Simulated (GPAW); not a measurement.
The system is CdSe.

```xyz
2
Lattice="0.0000 3.0703 3.0703 3.0703 0.0000 3.0703 3.0703 3.0703 0.0000" Properties=species:S:1:pos:R:3 pbc="T T T"
Cd    0.0000    0.0000    0.0000
Se    1.5351    1.5351    1.5351
```

Measurements of this composition are mostly on another form, of space group No. 186.

- Program: GPAW 26.7.0
- Task: relaxation of cell and atoms
- Functional: revPBE
- Dispersion: D3(BJ)
- Potentials or basis: the program's PAW data sets (release 1.2.1) made for this functional
- Cutoff: 600 eV
- Basis: pw
- k mesh: 8 × 8 × 8
- Occupations: fermi-dirac, width 0.05 eV
- Spin: no spin polarisation

At the start: pressure -1.4 GPa; volume 28.94 Å³/atom.

Question: Where does the relaxation end?

Answer: Over 3 steps the energy falls by 3.9 meV/atom and the volume is 28.06 Å³/atom (-3.0 %); space group F-43m (No. 216, to 0.05 Å).

The path:
```tsv
step	energy change (eV)	largest force (eV/Å)	pressure (GPa)	volume (Å³)
1	0.0000	0.0000	-1.44	57.88
2	-0.0026	0.0000	-1.19	57.56
3	-0.0077	0.0000	0.05	56.12
```

Final structure:
```yaml
crystal:
  lattice:
    - [0.00000, 3.03874, 3.03874]
    - [3.03874, 0.00000, 3.03874]
    - [3.03874, 3.03874, 0.00000]
  atoms:
    - { symbol: Cd, position: [0.00000, 0.00000, 0.00000] }
    - { symbol: Se, position: [0.25000, 0.25000, 0.25000] }
```

Caveat: later steps reuse the first step's grids.
